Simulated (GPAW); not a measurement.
CuI:

```xyz
4
Lattice="4.0902 0.0000 0.0000 0.0000 4.0902 0.0000 0.0000 0.0000 6.5515" Properties=species:S:1:pos:R:3 pbc="T T T"
I     0.0000    2.0451    4.8680
I     2.0451    0.0000    1.6835
Cu    0.0000    0.0000    0.0000
Cu    2.0451    2.0451    0.0000
```

Measurements of this composition are mostly on another form, of space group No. 216.

Base run:

```yaml
Program: GPAW 26.7.0
Functional: PBEsol
Potentials_or_basis: PAW data sets generated in the run's folder for this functional
Cutoff: 600 eV
Basis: pw
k_mesh: 7 × 7 × 4
Occupations: fermi-dirac, width 0.05 eV
Spin: no spin polarisation
```

Its results: band gap on the k mesh 1.49 eV, direct; pressure -0.9 GPa; largest force 0.066 eV/Å.

Task: The run is repeated on the same cell with these changes: spin from no spin polarisation to spin-orbit coupling, no magnetisation. What comes out?

Result: Band gap on the k mesh 1.25 eV, direct; pressure -0.9 GPa; largest force 0.066 eV/Å.

Spin-orbit coupling splits the band edges, which narrows the gap.

Caveats: with this Cu data set, volumes or pressures lay over 1.5 % or 2 GPa off other programs in two to four cells of ten; this functional lacks dispersion, which binds the layers, so the pressure and a relaxed spacing across them are unreliable; spin-orbit coupling is left out, which moves the levels of the heavy elements (some runs); spin-orbit coupling was added after a scalar SCF, so levels and gaps hold it while energy, forces, pressure and moments don't (some runs); this program's spin-orbit splittings come out too wide for heavy elements (some runs).
